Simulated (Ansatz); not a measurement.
# Pb under changes of volume

One of the cells (31.034 Å³/atom); the others are scaled copies at fixed shape and fractional positions:

```xyz
1
Lattice="-1.9797 1.9797 1.9797 1.9797 -1.9797 1.9797 1.9797 1.9797 -1.9797" Properties=species:S:1:pos:R:3 pbc="T T T"
Pb    0.0000    0.0000    0.0000
```

This isn't the form of Pb at room conditions, which is fcc.

| Quantity | Value |
| --- | --- |
| Program | Ansatz 0.2.0 |
| Functional | PBE |
| Potentials or basis | Ansatz PAW |
| Cutoff | 420 eV (not typed: the program's choice for these potentials) |
| k mesh | 9 × 9 × 9 |
| Occupations | fermi-dirac, width 0.05 eV |
| Spin | no spin polarisation |

```tsv
volume (Å³/atom)	energy over the lowest point (meV/atom)	pressure (GPa)
29.172	?	?
29.792	13.73	2.8
30.413	5.39	1.7
31.034	0.98	0.8
31.654	0.00	0.0
32.275	1.99	-0.7
32.896	6.50	-1.3
```

**Question.** What does the run at 29.172 Å³/atom give?

**Answer.** Energy over the lowest point 26.53 meV/atom; pressure 3.9 GPa.

Worked out: A Birch-Murnaghan fit of order 3 (a polynomial in V^(-2/3)) to the other rows has its minimum at 31.54 Å³/atom with B0 = V·E''(V) = 40 GPa and B' = 6.4. It gives 26.62 meV/atom at 29.172 Å³/atom, against the run's 26.53, and -dE/dV = 4.0 GPa, against 3.9.

Energies are extrapolated to zero smearing.
